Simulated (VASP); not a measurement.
# AlN (P-1) in VASP: a series of runs

Runs on AlN. Level: r2SCAN. Tasks: single point.

Program: VASP 6.6.1. These are calculated values, not measurements. Logs are shortened: lines on timing, memory, paths and dates and some standing lists are left out, and cuts for length are marked.

### Step 1. The structure

The typed cell holds 4 atoms: a = 3.312 Å, b = 3.305 Å, c = 4.188 Å, α = 89.89°, β = 89.71°, γ = 119.78°.

The cell comes from a database or a generator and needn't be the stable form of this composition.

### Step 2. Single point, r2SCAN

The input, POSCAR:

```
AlN
1.0
    3.3121160000      0.0082802900      0.0082802900
   -1.6488870600      2.8642358550      0.0030307950
    0.0104689075      0.0104689075      4.1875630000
Al N
2 2
Direct
    0.3333333333      0.6666666667      0.7500000000
    0.6666666667      0.3333333333      0.2500000000
    0.3333333333      0.6666666667      0.2500000000
    0.6666666667      0.3333333333      0.7500000000
```

The input, INCAR.step1:

```
PREC = Accurate ; ENCUT = 520
ISMEAR = -1 ; SIGMA = 0.02
LREAL = False ; LASPH = True
NELM = 100 ; NBANDS = 16
GGA = PE ; ALGO = Normal
EDIFF = 1E-4 ; LWAVE = True
LCHARG = False
```

The input, INCAR.step2:

```
PREC = Accurate ; ENCUT = 520
EDIFF = 1E-7 ; ISMEAR = -1
SIGMA = 0.02 ; LREAL = False
LASPH = True ; NELM = 100
ALGO = Normal ; ISIF = 2
LWAVE = False ; LCHARG = False
METAGGA = R2SCAN ; LMIXTAU = True
NBANDS = 16 ; ISTART = 1
```

The input, KPOINTS:

```
regular mesh
0
Gamma
  7 7 5
```

Potentials or basis: VASP PAW PBE potentials, release 64 (Al, N).

On the command line:

```bash
cat potpaw_PBE.64/Al/POTCAR potpaw_PBE.64/N/POTCAR > POTCAR
cp INCAR.step1 INCAR
mpirun -np 1 vasp_std > vasp.out
cp INCAR.step2 INCAR
mpirun -np 1 vasp_std > vasp.out
```

OUTCAR:

```text
PREC = Accurate
   ENCUT = 520
   EDIFF = 1E-7
   ISMEAR = -1
   LREAL = False
   LASPH = True
   NELM = 100
   ISIF = 2
   METAGGA = R2SCAN
   ISTART = 1

 ion  position               nearest neighbor table
   1  0.333  0.667  0.750-   4 1.91   4 1.91   4 1.92   3 2.09   3 2.09   2 2.83   2 2.83   2 2.83
                             2 2.84   2 2.84   2 2.85
   2  0.667  0.333  0.250-   3 1.91   3 1.91   3 1.92   4 2.09   4 2.09   1 2.83   1 2.83   1 2.83
                             1 2.84   1 2.84   1 2.85
   3  0.333  0.667  0.250-   2 1.91   2 1.91   2 1.92   1 2.09   1 2.09
   4  0.667  0.333  0.750-   1 1.91   1 1.91   1 1.92   2 2.09   2 2.09

  LATTYP: Found a triclinic cell.
 ALAT       =     3.3193082790
 B/A-ratio  =     0.9956738717
 C/A-ratio  =     1.2615848907
 COS(alpha) =     0.0018363763
 COS(beta)  =     0.0068238031
 COS(gamma) =     0.5000045433

  Lattice vectors:

 A1 = (   1.6632289400,   2.8725161450,   0.0113110850)
 A2 = (  -1.6488870600,   2.8642358550,   0.0030307950)
 A3 = (   0.0104689075,   0.0104689075,   4.1875630000)

Analysis of symmetry for initial positions (statically):
=====================================================================
 Subroutine PRICEL returns:
 Original cell was already a primitive cell.

 Routine SETGRP: Setting up the symmetry group for a
 triclinic supercell.

 Subroutine GETGRP returns: Found  2 space group operations
 (whereof  2 operations were pure point group operations)
 out of a pool of  2 trial point group operations.

The static configuration has the point symmetry S_2 .

Analysis of symmetry for dynamics (positions and initial velocities):
=====================================================================
 Subroutine PRICEL returns:
 Original cell was already a primitive cell.

 Routine SETGRP: Setting up the symmetry group for a
 triclinic supercell.

 Subroutine GETGRP returns: Found  2 space group operations
 (whereof  2 operations were pure point group operations)
 out of a pool of  2 trial point group operations.

The dynamic configuration has the point symmetry S_2 .

 Subroutine INISYM returns: Found  2 space group operations
 (whereof  2 operations are pure point group operations),
 and found     1 'primitive' translations

----------------------------------------------------------------------------------------

                                     Primitive cell

  volume of cell :      39.7828

  direct lattice vectors                    reciprocal lattice vectors
     3.312116000  0.008280290  0.008280290     0.301490852  0.173563906 -0.001187637
    -1.648887060  2.864235855  0.003030795    -0.000869411  0.348633676 -0.000869411
     0.010468907  0.010468907  4.187563000    -0.000595525 -0.000595525  0.238805355

  length of vectors
     3.312136701  3.304948525  4.187589172     0.347882989  0.348635844  0.238806840

  position of ions in fractional coordinates (direct lattice)
     0.333333333  0.666666667  0.750000000
     0.666666667  0.333333333  0.250000000
     0.333333333  0.666666667  0.250000000
     0.666666667  0.333333333  0.750000000

  ion indices of the primitive-cell ions
   primitive index   ion index
                 1           1
                 2           2
                 3           3
                 4           4

----------------------------------------------------------------------------------------

 KPOINTS: regular mesh

Automatic generation of k-mesh.
 Grid dimensions read from file:
 generate k-points for:    7    7    5

 Generating k-lattice:

  Cartesian coordinates                     Fractional coordinates (reciprocal lattice)
     0.043070122  0.024794844 -0.000169662     0.142857143  0.000000000  0.000000000
    -0.000124202  0.049804811 -0.000124202    -0.000000000  0.142857143 -0.000000000
    -0.000119105 -0.000119105  0.047761071     0.000000000 -0.000000000  0.200000000

  Length of vectors
     0.049697570  0.049805121  0.047761368

  Shift w.r.t. Gamma in fractional coordinates (k-lattice)
     0.000000000  0.000000000  0.000000000

 Subroutine IBZKPT returns following result:
 ===========================================

 Found    123 irreducible k-points:

 Following reciprocal coordinates:
            Coordinates               Weight
  0.000000  0.000000  0.000000      1.000000
  0.142857  0.000000 -0.000000      2.000000
  0.285714  0.000000 -0.000000      2.000000
  0.428571 -0.000000 -0.000000      2.000000
 -0.000000  0.142857 -0.000000      2.000000
  0.142857  0.142857 -0.000000      2.000000
[... 16 lines left out ...]
 -0.428571  0.428571  0.000000      2.000000
 -0.285714  0.428571  0.000000      2.000000
 [... further k-points ...]
   k-points           NKPTS =    123   k-points in BZ     NKDIM =    123   number of bands    NBANDS=     16
   number of dos      NEDOS =    301   number of ions     NIONS =      4
   total plane-waves  NPLWV =  25088
   dimension x,y,z NGX =    28 NGY =   28 NGZ =   32
   dimension x,y,z NGXF=    56 NGYF=   56 NGZF=   64
   ions per type =               2   2
   NGX,Y,Z   is equivalent  to a cutoff of  14.05, 14.08, 12.70 a.u.
   NGXF,Y,Z  is equivalent  to a cutoff of  28.11, 28.17, 25.41 a.u.
 SYSTEM =  unknown system
   PREC   = accura    normal or accurate (medium, high low for compatibility)
   ISTART =      1    job   : 0-new  1-cont  2-samecut
   ICHARG =      0    charge: 1-file 2-atom 10-const
   ISPIN  =      1    spin polarized calculation?
   LNONCOLLINEAR =      F non collinear calculations
   LSORBIT =      F    spin-orbit coupling
   LASPH  =      T    aspherical Exc in radial PAW
   ENCUT  =  520.0 eV  38.22 Ry    6.18 a.u.   6.16  6.15  7.79*2*pi/ulx,y,z
   NELM   =    100;   NELMIN=  2; NELMDL=  0     # of ELM steps
   EDIFF  = 0.1E-06   stopping-criterion for ELM
   LREAL  =      F    real-space projection
   EDIFFG = 0.1E-05   stopping-criterion for IOM
   NSW    =      0    number of steps for IOM
   IBRION =     -1    ionic relax: 0-MD 1-quasi-New 2-CG
   NFREE  =      0    steps in history (QN), initial steepest desc. (CG)
   ISIF   =      2    stress and relaxation
   ISYM   =      2    0-nonsym 1-usesym 2-fastsym
   POTIM  = 0.5000    time-step for ionic-motion
   TEBEG  =    0.0;   TEEND  =   0.0 temperature during run
   PSTRESS=    0.0 pullay stress
   NELECT =      16.0000    total number of electrons
   NUPDOWN=      -1.0000    fix difference up-down
   EMIN   =  10.00;   EMAX   =-10.00  energy-range for DOS
   EFERMI =   0.00;   METHOD = LEGACY
   ISMEAR =    -1;   SIGMA  =   0.02  broadening in eV -4-tet -1-fermi 0-gaus
   EFERMI_NEDOS =   21; number of points for ismear=-14 and -15
   IALGO  =     38    algorithm
   IMIX   =      4    mixing-type and parameters
     AMIX     =   0.40;   BMIX     =  1.00
     AMIX_MAG =   1.60;   BMIX_MAG =  1.00
  volume/ion in A,a.u.               =       9.95        67.12
  Fermi-wavevector in a.u.,A,eV,Ry     =   1.208416  2.283576 19.868176  1.460270
  Thomas-Fermi vector in A             =   2.344025
   LORBIT       =      0    0 simple, 1 ext, 2 COOP (PROOUT), +10 PAW based schemes
   METAGGA = R2SCAN    functional components
   LHFCALC =     F    Hartree Fock is set to
   AEXX    =    0.0000 exact exchange contribution
   IVDW    =     0    specifies the selected vdW correction
   LEPSILON=     F    determine dielectric tensor
   LRPA    =     F    only Hartree local field effects (RPA)
 non-spin polarized calculation
  energy-cutoff  :      520.00
  volume of cell :       39.78
 maximum number of plane-waves:      1090
 NGX is ok and might be reduce to    28
   NGX = 13   NGY = 13   NGZ = 15

 number of electron      15.9999999 magnetization

 Free energy of the ion-electron system (eV)
  ---------------------------------------------------
  ext. energy  EPLUGINS =         0.00000000
  ---------------------------------------------------
  free energy    TOTEN  =       -37.99151331 eV

  energy without entropy =      -37.99151331  energy(sigma->0) =      -37.99151331

 E-fermi :   8.1326     XC(G=0): -11.6965

 val. band max:        7.7672497641   @ k =   0.0000   0.0000   0.0000
 cond. band min:      11.6219755942   @ k =   0.0000   0.0000   0.0000
 fundamental gap:      3.8547258301
 Fermi energy:         8.1325827765

 k-point     1 :       0.0000    0.0000    0.0000
  band No.  band energies     occupation
      1      -9.8877      2.00000
      2      -6.2718      2.00000
      3       0.7035      2.00000
      4       4.3421      2.00000
      5       4.3623      2.00000
      6       6.0500      2.00000
[... 8 lines left out ...]
     15      20.4308      0.00000
     16      20.4815      0.00000

 k-point     2 :       0.1429    0.0000   -0.0000
  band No.  band energies     occupation
      1      -9.6581      2.00000
      2      -6.2754      2.00000
      3       0.9578      2.00000
      4       3.5736      2.00000
      5       4.0568      2.00000
      6       5.3309      2.00000
[... 8 lines left out ...]
     15      19.6007      0.00000
     16      20.5335      0.00000

 k-point     3 :       0.2857    0.0000   -0.0000
  band No.  band energies     occupation
      1      -9.0267      2.00000
      2      -6.3937      2.00000
      3       1.6795      2.00000
      4       2.1664      2.00000
      5       3.5343      2.00000
      6       4.1999      2.00000
[... 8 lines left out ...]
     15      19.2753      0.00000
     16      21.4398      0.00000
[... 362 lines left out ...]
 k-point    23 :      -0.4286    0.4286    0.0000
  band No.  band energies     occupation
      1      -8.2233      2.00000
      2      -6.7725      2.00000
      3       1.2960      2.00000
      4       2.6663      2.00000
      5       3.1510      2.00000
      6       3.4666      2.00000
[... 8 lines left out ...]
     15      21.5541      0.00000
     16      21.9857      0.00000

 k-point    24 :      -0.2857    0.4286    0.0000
  band No.  band energies     occupation
      1      -8.4690      2.00000
      2      -6.6063      2.00000
      3       1.6492      2.00000
      4       2.3550      2.00000
      5       2.7319      2.00000
      6       4.0554      2.00000
[... 8 lines left out ...]
     15      20.9401      0.00000
     16      21.5161      0.00000

 [... further k-points ...]

------------------------ aborting loop because EDIFF is reached ----------------------------------------

  FORCE on cell =-STRESS in cart. coord.  units (eV):
  Direction    XX          YY          ZZ          XY          YZ          ZX
  --------------------------------------------------------------------------------------
  -------------------------------------------------------------------------------------
  Total       -1.3448888     -1.3458556     -1.4792514     -0.2161082     -0.2654152     -0.2654656
  in kB      -54.1629260    -54.2018603    -59.5741316     -8.7033600    -10.6891085    -10.6911396
  external PRESSURE =     -55.9796393 kB  Pullay stress =       0.0000000 kB

 VOLUME and BASIS-vectors are now :
 -----------------------------------------------------------------------------
  energy-cutoff  :      520.00
  volume of cell :       39.78
      direct lattice vectors                 reciprocal lattice vectors
     3.312116000  0.008280290  0.008280290     0.301490852  0.173563906 -0.001187637
    -1.648887060  2.864235855  0.003030795    -0.000869411  0.348633676 -0.000869411
     0.010468907  0.010468907  4.187563000    -0.000595525 -0.000595525  0.238805355

 POSITION                                       TOTAL-FORCE (eV/Angst)
 -----------------------------------------------------------------------------------
      0.01263      1.92010      3.14545        -0.050822      0.000519      0.000200
      1.66107      0.96288      1.05342         0.050822     -0.000519     -0.000200
      0.00740      1.91487      1.05167        -0.065660      0.000576      0.000646
      1.66630      0.96812      3.14720         0.065660     -0.000576     -0.000646
 -----------------------------------------------------------------------------------
    total drift:                                0.000000     -0.000000     -0.000000

  FREE ENERGIE OF THE ION-ELECTRON SYSTEM (eV)
  ---------------------------------------------------
  free  energy   TOTEN  =       -37.9915133078 eV

  energy  without entropy=      -37.9915133077  energy(sigma->0) =      -37.99151331
```

It took 4.5 min on 1 thread of Intel Xeon Platinum 8259CL at 2.50GHz (Skylake/Cascade Lake), shared host; peak memory 0.2 GiB.

What came out:

- Free energy: -37.9915 eV
- Pressure: -5.6 GPa
- Largest force: 0.066 eV/Å
- Band gap on the k mesh: 3.85 eV, direct

Forces on the atoms (eV/Å):
```
Al  -0.051  0.001  0.000
Al   0.051 -0.001  0.000
N   -0.066  0.001  0.001
N    0.066 -0.001 -0.001
```

Stress tensor (GPa, compression positive):
```
-5.42 -0.87 -1.07
-0.87 -5.42 -1.07
-1.07 -1.07 -5.96
```

Caveat: the PAW data sets were made with another functional, which shifts forces and pressure a little. r2SCAN opens gaps a little over a GGA but as a rule still falls short of measured ones.

(Continued in part 2 of 2.)
